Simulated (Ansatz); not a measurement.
Set up this calculation in Ansatz 0.2.0, as the native input.

- Task: single point
- Functional: PBE
- Potentials or basis: all-electron LAPW, scalar-relativistic
- Cutoff: 260 eV (chosen from the basis error)
- Basis error allowed: 0.001 eV/atom
- k mesh: 7 × 7 × 7
- Occupations: gaussian, width 0.028 eV
- Spin: no spin polarisation

The system is CdTe.

```
Te Cd
1.0
     0.00000    3.20500    3.20500
     3.20500    0.00000    3.20500
     3.20500    3.20500    0.00000
Te Cd
1 1
Direct
  0.75000 0.75000 0.75000
  0.00000 0.00000 0.00000
```

The input as run:

input.yaml

```yaml
crystal:
  lattice:
    - [0.0, 3.205, 3.205]
    - [3.205, 0.0, 3.205]
    - [3.205, 3.205, 0.0]
  atoms:
    - { symbol: Te, position: [0.75, 0.75, 0.75] }
    - { symbol: Cd, position: [0.0, 0.0, 0.0] }
kpoints:
  mp_grid: { grid: [7, 7, 7] }
scf:
  occupations: { method: gaussian, width: 0.028 }
hamiltonian:
  xc: pbe
  pseudopotentials: { kind: all_electron, lapw: { basis_error: 0.001 } }
output:
  forces: true
  stress: true
  eigenvalues: true
```

Potentials or basis: all-electron LAPW, scalar-relativistic.

Launch:

```bash
$ ansatz run input.yaml --threads 1 --pin off --max-ram 3072MiB --backend cpu --events-out ev --progress --plain --runs-dir out
```

It gave:

```yaml
Pressure: 4.3 GPa
Band_gap_on_the_k_mesh: 0.87 eV, direct
```

Caveat: spin-orbit coupling is left out, which moves the levels of the heavy elements.

It took 13 s on 1 thread of Arm Neoverse V1 (shared host), peak memory 0.29 GiB.
